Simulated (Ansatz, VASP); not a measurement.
**Si: VASP beside Ansatz**

File INCAR:

```
PREC = Accurate
ENCUT = 600
EDIFF = 1E-6
ISMEAR = 0
SIGMA = 0.02
LREAL = F
LASPH = T
NELM = 100
ALGO = Normal
ISIF = 3
LWAVE = F
LCHARG = F
GGA = CA
IBRION = 2
NSW = 100
EDIFFG = -0.005
```

Contents of KPOINTS:

```
regular mesh
0
Gamma
  12 12 12
```

The input POSCAR:

```
Si
1.0
    0.0000000000      2.7009711436      2.7009711436
    2.7009711436      0.0000000000      2.7009711436
    2.7009711436      2.7009711436      0.0000000000
Si
2
Direct
    0.7500000000      0.7500000000      0.7500000000
    0.5000000000      0.5000000000      0.5000000000
```

Input for Ansatz:

```yaml
crystal:
  lattice:
    - [0.0, 2.7009711436, 2.7009711436]
    - [2.7009711436, 0.0, 2.7009711436]
    - [2.7009711436, 2.7009711436, 0.0]
  atoms:
    - { symbol: Si, position: [0.75, 0.75, 0.75] }
    - { symbol: Si, position: [0.5, 0.5, 0.5] }
basis:
  ecutwfc: 420
kpoints:
  mp_grid: { grid: [12, 12, 12] }
hamiltonian:
  xc: lda
scf:
  occupations: { method: gaussian, width: 0.02 }
output:
  forces: true
  stress: true
  eigenvalues: true
relax:
  adjacent_minimum: "off"
  f_tol: 0.005
  max_steps: 80
  cell: { stress_tol: 0.05 }
```

Alike in both runs: task relaxation of cell and atoms; functional LDA; k mesh 12 × 12 × 12; occupations gaussian, width 0.02 eV; no spin polarisation.

|  | VASP | Ansatz |
| --- | --- | --- |
| version | VASP 6.6.1 | Ansatz 0.2.0 |
| potentials or method | VASP PAW LDA potentials, release 64 (Si) | scalar-relativistic, plane waves, PAW |
| plane-wave cutoff (eV) | 600 | 420 |
| valence electrons in the cell | 8 | 8 |

VASP gave:

| Quantity | Value |
| --- | --- |
| gap on the k mesh at the Fermi level, each at its own relaxed structure (eV) | 0.44 |
| relaxed volume (Å³/atom) | 19.72 |
| relaxed cell length with the largest relative difference (Å) | 3.820 |

Problem. What did Ansatz give for the same quantities?

Solution. gap on the k mesh at the Fermi level, each at its own relaxed structure (eV): 0.44; relaxed volume (Å³/atom): 19.70; relaxed cell length with the largest relative difference (Å): 3.820.
